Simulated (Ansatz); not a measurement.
# Fe3Co2: the cost of one run

Method: DFT PBE, scalar-relativistic, plane waves, PAW, in Ansatz 0.2.0.

### Step 1. The system as given

Symmetry: R-3m, No. 166, trigonal system. Conventional cell: a = 3.961 Å, b = 3.961 Å, c = 12.127 Å, α = 90.00°, β = 90.00°, γ = 120.00°. Around Fe (site symmetry 3m) lie 4 Co at 2.43 Å and 4 Fe at 2.43 Å. Fe (site symmetry -3m) has 6 Fe at 2.43 Å and 2 Co at 2.43 Å in its first shell of neighbours. Co (site symmetry 3m) is surrounded by 5 Fe at 2.43 Å and 3 Co at 2.43 Å.

As a file:

```cif
data_structure
_symmetry_space_group_name_H-M 'R-3m:H'
_symmetry_Int_Tables_number 166
_cell_length_a 3.9607
_cell_length_b 3.9607
_cell_length_c 12.1270
_cell_angle_alpha 90.000
_cell_angle_beta 90.000
_cell_angle_gamma 120.000
_cell_volume 164.75
loop_
_atom_site_label
_atom_site_type_symbol
_atom_site_symmetry_multiplicity
_atom_site_Wyckoff_symbol
_atom_site_fract_x
_atom_site_fract_y
_atom_site_fract_z
_atom_site_occupancy
Fe1 Fe 6 c 0.00000 0.00000 0.90000 1
Fe2 Fe 3 b 0.66667 0.33333 0.83333 1
Co1 Co 6 c 0.00000 0.00000 0.70000 1
```

The start is an ordering of an alloy on its end members' structure types: elements ordered on the sites of the Cs type, Co/Fe on Cs (R-3m, No. 166).

### Step 2. A first look at the guess

input.yaml reads:

```yaml
crystal:
  lattice:
    - [1.98032824, 1.14334304, 4.0423281]
    - [-1.98032824, 1.14334304, 4.0423281]
    - [0.0, -2.28668609, 4.0423281]
  atoms:
    - { symbol: Fe, position: [0.9, 0.9, 0.9], spin: 4.0 }
    - { symbol: Fe, position: [0.5, 0.5, 0.5], spin: 4.0 }
    - { symbol: Fe, position: [0.1, 0.1, 0.1], spin: 4.0 }
    - { symbol: Co, position: [0.7, 0.7, 0.7], spin: 3.0 }
    - { symbol: Co, position: [0.3, 0.3, 0.3], spin: 3.0 }
basis:
  ecutwfc: 420
kpoints:
  mp_grid: { grid: [6, 6, 6] }
hamiltonian:
  xc: pbe
scf:
  occupations: { method: gaussian, width: 0.1 }
  lower_state_search: "off"
output:
  forces: true
  stress: true
  eigenvalues: true
  populations: true
magnetization:
  spin_polarized: true
```

Command:

```bash
$ ansatz run input.yaml --threads 4 --pin off --max-ram 8192MiB --backend cpu --events-out ev --progress --plain --runs-dir out
```

Q: Estimate wall time and peak memory on 4 threads of Intel Xeon at 2.50GHz (Skylake/Cascade Lake), shared host.

About 11 s, with a peak of 0.54 GiB.
